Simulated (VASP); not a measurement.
Crystal: ZrO2.

```xyz
6
Lattice="3.5961 0.0000 0.0000 0.0000 3.5961 0.0000 0.0000 0.0000 5.1770" Properties=species:S:1:pos:R:3 pbc="T T T"
Zr    0.0000    0.0000    0.0000
Zr    1.7980    1.7980    2.5885
O     0.0000    1.7980    1.0509
O     0.0000    1.7980    3.6394
O     1.7980    0.0000    1.5376
O     1.7980    0.0000    4.1261
```

```yaml
Program: VASP 6.6.1
Task: relaxation of cell and atoms
Functional: PBE
Potentials_or_basis: VASP PAW PBE potentials, release 64 (Zr_sv, O)
Cutoff: 600 eV
k_mesh: 8 × 8 × 6
Occupations: gaussian, width 0.03 eV
Spin: no spin polarisation
```

At the start: pressure 5.4 GPa; volume 11.16 Å³/atom.

**Question.** Where does the relaxation end?

**Answer.** Over 11 steps the energy falls by 6.7 meV/atom and the volume is 11.54 Å³/atom (+3.4 %); space group P4_2/nmc (No. 137, to 0.05 Å).

Step by step:
```tsv
step	energy change (eV)	largest force (eV/Å)	pressure (GPa)	volume (Å³)
1	0.0000	0.0243	5.41	66.95
2	0.0200	0.2685	-6.70	70.66
3	-0.0257	0.1320	-0.10	68.51
4	-0.0292	0.1253	-0.06	68.59
5	-0.0346	0.0993	0.12	68.82
6	-0.0373	0.0744	0.07	68.91
7	-0.0401	0.0153	0.00	69.11
8	-0.0401	0.0085	0.01	69.14
9	-0.0401	0.0062	0.01	69.14
10	-0.0403	0.0010	0.00	69.18
11	-0.0404	0.0056	0.03	69.22
```

Final structure:
```yaml
crystal:
  lattice:
    - [3.62209, 0.00000, 0.00000]
    - [0.00000, 3.62209, 0.00000]
    - [0.00000, 0.00000, 5.27622]
  atoms:
    - { symbol: Zr, position: [0.00000, 0.00000, 0.00000] }
    - { symbol: Zr, position: [0.50000, 0.50000, 0.50000] }
    - { symbol: O, position: [0.00000, 0.50000, 0.19361] }
    - { symbol: O, position: [0.00000, 0.50000, 0.69361] }
    - { symbol: O, position: [0.50000, 0.00000, 0.30639] }
    - { symbol: O, position: [0.50000, 0.00000, 0.80639] }
```
